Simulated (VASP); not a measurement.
# TePb (Fm-3m) in VASP: a series of runs

The runs below take TePb through relaxation of the atoms, relaxation of cell and atoms, with PBEsol, LDA.

All numbers are computed with VASP 6.6.1; they aren't measurements. Logs are shortened: lines on timing, memory, paths and dates and some standing lists are left out, and cuts for length are marked.

**Measured values to compare with.**

A printed reference work, monograph reports, for a bulk crystal of TePb at 4.2 K: band gap 0.19 eV (direct).

The runs below are set against these values where they give the same quantity.

## 1. The structure

Symmetry: Fm-3m, No. 225, cubic system. The conventional cell has a = 6.444 Å, b = 6.444 Å, c = 6.444 Å, α = 90.00°, β = 90.00°, γ = 90.00°. Around Te (site symmetry m-3m) lie 6 Pb at 3.22 Å. Pb (site symmetry m-3m) is surrounded by 6 Te at 3.22 Å.

## 2. Relaxation of the atoms, PBEsol

INCAR reads:

```
SYSTEM = TePb
PREC = Accurate
ENCUT = 600
EDIFF = 1E-7
ISMEAR = 0
SIGMA = 0.03
LREAL = .False.
LASPH = .True.
NELM = 80
ALGO = Normal
ISIF = 2
LWAVE = .False.
LCHARG = .False.
GGA = PS
IBRION = 2
NSW = 40
EDIFFG = -0.01
```

KPOINTS reads:

```
Automatic mesh
0
Gamma
  8 8 8
  0 0 0
```

POSCAR reads:

```
TePb                                    
1.0
    0.0000000000      3.2218515830      3.2218515830
    3.2218515830      0.0000000000      3.2218515830
    3.2218515830      3.2218515830      0.0000000000
  Te              Pb            
     1     1
Direct
     0.5000000000000000    0.5000000000000000    0.5000000000000000
     0.0000000000000000    0.0000000000000000    0.0000000000000000
```

Potentials or basis: VASP PAW PBE potentials, release 64 (Te, Pb_d).

Command:

```console
cat potpaw_PBE.64/Te/POTCAR potpaw_PBE.64/Pb_d/POTCAR > POTCAR
mpirun -np 1 vasp_std > vasp.out
```

OUTCAR:

```text
SYSTEM = TePb
   PREC = Accurate
   ENCUT = 600
   EDIFF = 1E-7
   ISMEAR = 0
   LREAL = .False.
   LASPH = .True.
   NELM = 80
   ISIF = 2
   GGA = PS
   IBRION = 2
   NSW = 40
   EDIFFG = -0.01

 ion  position               nearest neighbor table
   1  0.500  0.500  0.500-   2 3.22   2 3.22   2 3.22   2 3.22   2 3.22   2 3.22
   2  0.000  0.000  0.000-   1 3.22   1 3.22   1 3.22   1 3.22   1 3.22   1 3.22

  LATTYP: Found a face centered cubic cell.
 ALAT       =     6.4437031660

  Lattice vectors:

 A1 = (   0.0000000000,   3.2218515830,   3.2218515830)
 A2 = (   3.2218515830,   0.0000000000,   3.2218515830)
 A3 = (   3.2218515830,   3.2218515830,   0.0000000000)

Analysis of symmetry for initial positions (statically):
=====================================================================
 Subroutine PRICEL returns:
 Original cell was already a primitive cell.

 Routine SETGRP: Setting up the symmetry group for a
 face centered cubic supercell.

 Subroutine GETGRP returns: Found 48 space group operations
 (whereof 48 operations were pure point group operations)
 out of a pool of 48 trial point group operations.

The static configuration has the point symmetry O_h .

Analysis of symmetry for dynamics (positions and initial velocities):
=====================================================================
 Subroutine PRICEL returns:
 Original cell was already a primitive cell.

 Routine SETGRP: Setting up the symmetry group for a
 face centered cubic supercell.

 Subroutine GETGRP returns: Found 48 space group operations
 (whereof 48 operations were pure point group operations)
 out of a pool of 48 trial point group operations.

The dynamic configuration has the point symmetry O_h .

 Subroutine INISYM returns: Found 48 space group operations
 (whereof 48 operations are pure point group operations),
 and found     1 'primitive' translations

----------------------------------------------------------------------------------------

                                     Primitive cell

  volume of cell :      66.8877

  direct lattice vectors                    reciprocal lattice vectors
     0.000000000  3.221851583  3.221851583    -0.155190265  0.155190265  0.155190265
     3.221851583  0.000000000  3.221851583     0.155190265 -0.155190265  0.155190265
     3.221851583  3.221851583  0.000000000     0.155190265  0.155190265 -0.155190265

  length of vectors
     4.556386205  4.556386205  4.556386205     0.268797423  0.268797423  0.268797423

  position of ions in fractional coordinates (direct lattice)
     0.500000000  0.500000000  0.500000000
     0.000000000  0.000000000  0.000000000

  ion indices of the primitive-cell ions
   primitive index   ion index
                 1           1
                 2           2

----------------------------------------------------------------------------------------

 KPOINTS: Automatic mesh

Automatic generation of k-mesh.
 Grid dimensions read from file:
 generate k-points for:    8    8    8

 Generating k-lattice:

  Cartesian coordinates                     Fractional coordinates (reciprocal lattice)
    -0.019398783  0.019398783  0.019398783     0.125000000  0.000000000  0.000000000
     0.019398783 -0.019398783  0.019398783     0.000000000  0.125000000  0.000000000
     0.019398783  0.019398783 -0.019398783     0.000000000  0.000000000  0.125000000

  Length of vectors
     0.033599678  0.033599678  0.033599678

  Shift w.r.t. Gamma in fractional coordinates (k-lattice)
     0.000000000  0.000000000  0.000000000

 Subroutine IBZKPT returns following result:
 ===========================================

 Found     29 irreducible k-points:

 Following reciprocal coordinates:
            Coordinates               Weight
  0.000000  0.000000  0.000000      1.000000
  0.125000  0.000000  0.000000      8.000000
  0.250000  0.000000  0.000000      8.000000
  0.375000  0.000000  0.000000      8.000000
  0.500000  0.000000  0.000000      4.000000
  0.125000  0.125000  0.000000      6.000000
[... 16 lines left out ...]
  0.500000  0.250000  0.125000     48.000000
 -0.375000  0.250000  0.125000     24.000000
 [... further k-points ...]
   k-points           NKPTS =     29   k-points in BZ     NKDIM =     29   number of bands    NBANDS=     14
   number of dos      NEDOS =    301   number of ions     NIONS =      2
   total plane-waves  NPLWV =  46656
   dimension x,y,z NGX =    36 NGY =   36 NGZ =   36
   dimension x,y,z NGXF=    72 NGYF=   72 NGZF=   72
   ions per type =               1   1
   NGX,Y,Z   is equivalent  to a cutoff of  13.14, 13.14, 13.14 a.u.
   NGXF,Y,Z  is equivalent  to a cutoff of  26.27, 26.27, 26.27 a.u.
 SYSTEM =  TePb
   PREC   = accura    normal or accurate (medium, high low for compatibility)
   ISTART =      0    job   : 0-new  1-cont  2-samecut
   ICHARG =      2    charge: 1-file 2-atom 10-const
   ISPIN  =      1    spin polarized calculation?
   LNONCOLLINEAR =      F non collinear calculations
   LSORBIT =      F    spin-orbit coupling
   LASPH  =      T    aspherical Exc in radial PAW
   ENCUT  =  600.0 eV  44.10 Ry    6.64 a.u.   9.10  9.10  9.10*2*pi/ulx,y,z
   NELM   =     80;   NELMIN=  2; NELMDL= -5     # of ELM steps
   EDIFF  = 0.1E-06   stopping-criterion for ELM
   LREAL  =      F    real-space projection
   EDIFFG = -.1E-01   stopping-criterion for IOM
   NSW    =     40    number of steps for IOM
   IBRION =      2    ionic relax: 0-MD 1-quasi-New 2-CG
   NFREE  =      1    steps in history (QN), initial steepest desc. (CG)
   ISIF   =      2    stress and relaxation
   ISYM   =      2    0-nonsym 1-usesym 2-fastsym
   POTIM  = 0.5000    time-step for ionic-motion
   TEBEG  =    0.0;   TEEND  =   0.0 temperature during run
   PSTRESS=    0.0 pullay stress
   NELECT =      20.0000    total number of electrons
   NUPDOWN=      -1.0000    fix difference up-down
   EMIN   =  10.00;   EMAX   =-10.00  energy-range for DOS
   EFERMI =   0.00;   METHOD = LEGACY
   ISMEAR =     0;   SIGMA  =   0.03  broadening in eV -4-tet -1-fermi 0-gaus
   EFERMI_NEDOS =   21; number of points for ismear=-14 and -15
   IALGO  =     38    algorithm
   IMIX   =      4    mixing-type and parameters
     AMIX     =   0.40;   BMIX     =  1.00
     AMIX_MAG =   1.60;   BMIX_MAG =  1.00
  volume/ion in A,a.u.               =      33.44       225.69
  Fermi-wavevector in a.u.,A,eV,Ry     =   1.094719  2.068719 16.305352  1.198410
  Thomas-Fermi vector in A             =   2.231029
   LORBIT       =      0    0 simple, 1 ext, 2 COOP (PROOUT), +10 PAW based schemes
   GGA     = PS    functional components
   LHFCALC =     F    Hartree Fock is set to
   AEXX    =    0.0000 exact exchange contribution
   IVDW    =     0    specifies the selected vdW correction
   LEPSILON=     F    determine dielectric tensor
   LRPA    =     F    only Hartree local field effects (RPA)
 conjugate gradient relaxation of ions
 non-spin polarized calculation
 Gauss-broadening in eV      SIGMA  =   0.03
  energy-cutoff  :      600.00
  volume of cell :       66.89
 maximum number of plane-waves:      2252
   NGX = 19   NGY = 19   NGZ = 19

 number of electron      20.0000002 magnetization

 Free energy of the ion-electron system (eV)
  ---------------------------------------------------
  ext. energy  EPLUGINS =         0.00000000
  ---------------------------------------------------
  free energy    TOTEN  =        -8.25916777 eV

  energy without entropy =       -8.25916777  energy(sigma->0) =       -8.25916777

 E-fermi :   5.7718     XC(G=0):  -9.5084

 val. band max:        5.5711522430   @ k =   0.5000   0.0000   0.0000
 cond. band min:       6.2215154013   @ k =   0.5000   0.0000   0.0000
 fundamental gap:      0.6503631583
 Fermi energy:         5.7718186837

 k-point     1 :       0.0000    0.0000    0.0000
  band No.  band energies     occupation
      1     -11.0731      2.00000
      2     -11.0731      2.00000
      3     -11.0615      2.00000
      4     -11.0615      2.00000
      5     -11.0615      2.00000
      6      -6.5345      2.00000
      7      -0.0229      2.00000
      8       4.2044      2.00000
      9       4.2044      2.00000
     10       4.2044      2.00000
     11       9.6370      0.00000
     12       9.6370      0.00000
     13       9.6370      0.00000
     14      11.3087      0.00000

 k-point     2 :       0.1250    0.0000    0.0000
  band No.  band energies     occupation
      1     -11.0750      2.00000
      2     -11.0750      2.00000
      3     -11.0611      2.00000
      4     -11.0593      2.00000
      5     -11.0593      2.00000
      6      -6.3986      2.00000
      7      -0.4706      2.00000
      8       4.2446      2.00000
      9       4.2446      2.00000
     10       4.4531      2.00000
     11       8.8369      0.00000
     12       9.0316      0.00000
     13       9.0316      0.00000
     14      11.1208      0.00000

 k-point     3 :       0.2500    0.0000    0.0000
  band No.  band energies     occupation
      1     -11.0805      2.00000
      2     -11.0805      2.00000
      3     -11.0603      2.00000
      4     -11.0529      2.00000
      5     -11.0529      2.00000
      6      -6.0070      2.00000
      7      -1.4704      2.00000
      8       4.3699      2.00000
      9       4.3699      2.00000
     10       4.9047      2.00000
     11       7.6390      0.00000
     12       7.9911      0.00000
     13       7.9911      0.00000
     14      11.4291      0.00000
[... 324 lines left out ...]
 k-point    23 :       0.5000    0.2500    0.1250
  band No.  band energies     occupation
      1     -11.1024      2.00000
      2     -11.0789      2.00000
      3     -11.0589      2.00000
      4     -11.0471      2.00000
      5     -11.0427      2.00000
      6      -5.1763      2.00000
      7      -2.4278      2.00000
      8       2.7011      2.00000
      9       3.3931      2.00000
     10       4.8506      2.00000
     11       7.2391      0.00000
     12       8.6586      0.00000
     13       9.8176      0.00000
     14      11.3133      0.00000

 k-point    24 :      -0.3750    0.2500    0.1250
  band No.  band energies     occupation
      1     -11.1042      2.00000
      2     -11.0814      2.00000
      3     -11.0552      2.00000
      4     -11.0491      2.00000
      5     -11.0404      2.00000
      6      -4.8723      2.00000
      7      -2.8112      2.00000
      8       2.7375      2.00000
      9       2.9516      2.00000
     10       5.1057      2.00000
     11       6.8493      0.00000
     12       9.1223      0.00000
     13       9.5987      0.00000
     14      12.3228      0.00000

 [... further k-points ...]
[... 5 lines left out ...]
  --------------------------------------------------------------------------------------
  -------------------------------------------------------------------------------------
  Total       -0.0007393     -0.0007393     -0.0007393      0.0000000      0.0000000     -0.0000000
  in kB       -0.0177094     -0.0177094     -0.0177094      0.0000000      0.0000000     -0.0000000
  external PRESSURE =      -0.0177094 kB  Pullay stress =       0.0000000 kB

 VOLUME and BASIS-vectors are now :
 -----------------------------------------------------------------------------
  energy-cutoff  :      600.00
  volume of cell :       66.89
      direct lattice vectors                 reciprocal lattice vectors
     0.000000000  3.221851583  3.221851583    -0.155190265  0.155190265  0.155190265
     3.221851583  0.000000000  3.221851583     0.155190265 -0.155190265  0.155190265
     3.221851583  3.221851583  0.000000000     0.155190265  0.155190265 -0.155190265

 POSITION                                       TOTAL-FORCE (eV/Angst)
 -----------------------------------------------------------------------------------
      3.22185      3.22185      3.22185         0.000000      0.000000      0.000000
      0.00000      0.00000      0.00000        -0.000000      0.000000     -0.000000
 -----------------------------------------------------------------------------------
    total drift:                               -0.000000      0.000000      0.000000

  FREE ENERGIE OF THE ION-ELECTRON SYSTEM (eV)
  ---------------------------------------------------
  free  energy   TOTEN  =        -8.2591677670 eV

  energy  without entropy=       -8.2591677670  energy(sigma->0) =       -8.25916777

 reached required accuracy - stopping structural energy minimisation
```

Wall time 12 s (1 thread of Intel Xeon 6975P-C (Granite Rapids), shared host); peak memory 0.22 GiB.

Results:

```yaml
Free_energy: -8.2592 eV
Pressure_after_relaxing: 0.0 GPa
Band_gap_on_the_k_mesh: 0.65 eV, direct
```

Final structure:
```
Te Pb
1.0
     0.00000    3.22185    3.22185
     3.22185    0.00000    3.22185
     3.22185    3.22185    0.00000
Te Pb
1 1
Direct
  0.50000 0.50000 0.50000
  0.00000 0.00000 0.00000
```

Caveat: the relaxation stopped at its first step, so nothing moved; the PAW data sets were made with another functional, which shifts forces and pressure a little; spin-orbit coupling is left out, which as a rule narrows the gap of such compounds by several tenths of an eV.

## 3. Relaxation of the atoms, PBEsol (a relaxed cell with its volume scaled by 1.02)

INCAR is that of step 2.

KPOINTS is that of step 2.

POSCAR reads:

```
TePb                                    
1.0
    0.0000000000      3.2431889703      3.2431889703
    3.2431889703      0.0000000000      3.2431889703
    3.2431889703      3.2431889703      0.0000000000
  Te              Pb            
     1     1
Direct
     0.5000000000000000    0.5000000000000000    0.5000000000000000
     0.0000000000000000    0.0000000000000000    0.0000000000000000
```

Potentials or basis: VASP PAW PBE potentials, release 64 (Te, Pb_d).

Command:

```console
cat potpaw_PBE.64/Te/POTCAR potpaw_PBE.64/Pb_d/POTCAR > POTCAR
mpirun -np 1 vasp_std > vasp.out
```

It took 16 s on 1 thread of Intel Xeon 6975P-C (Granite Rapids), shared host; peak memory 0.25 GiB.

The run converged. Its results:

```yaml
Free_energy: -8.2556 eV
Pressure_after_relaxing: -0.9 GPa
Band_gap_on_the_k_mesh: 0.69 eV, direct
```

Final structure:
```xyz
2
Lattice="0.0000 3.2432 3.2432 3.2432 0.0000 3.2432 3.2432 3.2432 0.0000" Properties=species:S:1:pos:R:3 pbc="T T T"
Te    3.2432    3.2432    3.2432
Pb    0.0000    0.0000    0.0000
```

Levels at points of the mesh, in eV from the valence-band top:
```tsv
k point	band 8	band 9	band 10	band 11	band 12	band 13
(0.00, 0.00, 0.00)	-1.29	-1.29	-1.29	4.05	4.05	4.05
(0.50, 0.00, 0.00)	-0.83	-0.83	0.00	0.69	1.28	1.28
(0.50, 0.50, 0.00)	-4.43	-2.73	-2.73	3.26	5.43	5.43
```

Caveat: the relaxation stopped at its first step, so nothing moved; the PAW data sets were made with another functional, which shifts forces and pressure a little; spin-orbit coupling is left out, which as a rule narrows the gap of such compounds by several tenths of an eV. A k mesh can miss the band edges.

## 4. Relaxation of the atoms, PBEsol (a relaxed cell with its volume scaled by 1.04)

INCAR is that of step 3.

KPOINTS is that of step 3.

POSCAR reads:

```
TePb                                    
1.0
    0.0000000000      3.2642492290      3.2642492290
    3.2642492290      0.0000000000      3.2642492290
    3.2642492290      3.2642492290      0.0000000000
  Te              Pb            
     1     1
Direct
     0.5000000000000000    0.5000000000000000    0.5000000000000000
     0.0000000000000000    0.0000000000000000    0.0000000000000000
```

Command:

```console
cat potpaw_PBE.64/Te/POTCAR potpaw_PBE.64/Pb_d/POTCAR > POTCAR
mpirun -np 1 vasp_std > vasp.out
```

It took 16 s on 1 thread of Intel Xeon 6975P-C (Granite Rapids), shared host; peak memory 0.25 GiB.

The run converged. Its results:

```
Free energy             : -8.2453 eV
Pressure after relaxing : -1.6 GPa
Band gap on the k mesh  : 0.73 eV, direct
```

Final structure:
```
Te Pb
1.0
     0.00000    3.26425    3.26425
     3.26425    0.00000    3.26425
     3.26425    3.26425    0.00000
Te Pb
1 1
Direct
  0.50000 0.50000 0.50000
  0.00000 0.00000 0.00000
```

Levels at points of the mesh, in eV from the valence-band top:
```
           k point  band 8  band 9  band 10  band 11  band 12  band 13
(0.00, 0.00, 0.00)   -1.21   -1.21    -1.21     4.03     4.03     4.03
(0.50, 0.00, 0.00)   -0.77   -0.77     0.00     0.73     1.33     1.33
(0.50, 0.50, 0.00)   -4.28   -2.62    -2.62     3.35     5.36     5.36
```

Caveat: the relaxation stopped at its first step, so nothing moved; the PAW data sets were made with another functional, which shifts forces and pressure a little; spin-orbit coupling is left out, which as a rule narrows the gap of such compounds by several tenths of an eV.

## 5. Relaxation of the atoms, PBEsol (a relaxed cell with its volume scaled by 1.06)

INCAR is that of step 4.

KPOINTS is that of step 4.

POSCAR reads:

```
TePb                                    
1.0
    0.0000000000      3.2850411860      3.2850411860
    3.2850411860      0.0000000000      3.2850411860
    3.2850411860      3.2850411860      0.0000000000
  Te              Pb            
     1     1
Direct
     0.5000000000000000    0.5000000000000000    0.5000000000000000
     0.0000000000000000    0.0000000000000000    0.0000000000000000
```

Command:

```console
cat potpaw_PBE.64/Te/POTCAR potpaw_PBE.64/Pb_d/POTCAR > POTCAR
mpirun -np 1 vasp_std > vasp.out
```

It took 17 s on 1 thread of Intel Xeon 6975P-C (Granite Rapids), shared host; peak memory 0.25 GiB.

The run converged. Its results:

* Free energy: -8.2290 eV
* Pressure after relaxing: -2.3 GPa
* Band gap on the k mesh: 0.77 eV, direct

Final structure:
```
Te Pb
1.0
     0.00000    3.28504    3.28504
     3.28504    0.00000    3.28504
     3.28504    3.28504    0.00000
Te Pb
1 1
Direct
  0.50000 0.50000 0.50000
  0.00000 0.00000 0.00000
```

Levels at points of the mesh, in eV from the valence-band top:
```csv
k point,band 6,band 7,band 8,band 9,band 10,band 11,band 12,band 13,band 14
"(0.00, 0.00, 0.00)",-11.62,-5.73,-1.14,-1.14,-1.14,4.01,4.01,4.01,5.88
"(0.50, 0.00, 0.00)",-10.31,-8.34,-0.71,-0.71,0.00,0.77,1.37,1.37,8.24
"(0.50, 0.50, 0.00)",-10.11,-7.23,-4.13,-2.51,-2.51,3.43,5.29,5.29,6.41
```

Caveat: the relaxation stopped at its first step, so nothing moved; the PAW data sets were made with another functional, which shifts forces and pressure a little; spin-orbit coupling is left out, which as a rule narrows the gap of such compounds by several tenths of an eV. A k mesh can miss the band edges.

[end of part 1 of 2]
